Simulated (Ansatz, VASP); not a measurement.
GaAs: VASP beside Ansatz

```
As Ga
1.0
     4.01370    0.00000    0.00000
    -2.00685    3.47597    0.00000
     0.00000    0.00000   18.09647
As Ga
2 2
Direct
  0.00000 0.00000 0.38682
  0.33333 0.66667 0.57898
  0.33333 0.66667 0.43209
  0.66667 0.33333 0.61566
```

Alike in both runs: functional PBE; dispersion D3(BJ); k mesh 9 × 9 × 1; occupations gaussian, width 0.05 eV; no spin polarisation.

Ansatz relaxed the structure, and its values are those at the end. VASP's run is a single point on that final structure, the one shown.

|  | VASP | Ansatz |
| --- | --- | --- |
| version | VASP 6.6.1 | Ansatz 0.2.0 |
| potentials or method | VASP PAW PBE potentials, release 64 (As, Ga_d) | scalar-relativistic, plane waves, PAW |
| plane-wave cutoff (eV) | 520 | 420 |
| valence electrons in the cell | 36 | 56 |

```csv
,VASP,Ansatz,Ansatz less VASP
gap on the k mesh at the Fermi level (eV),0.06,0.06,-0.001
least direct gap on the mesh (eV),0.07,0.07,+0.001
rms of the force components (eV/Å),0.192,0.197,+0.0054
```

The two sets of potentials don't hold the same shells in valence.
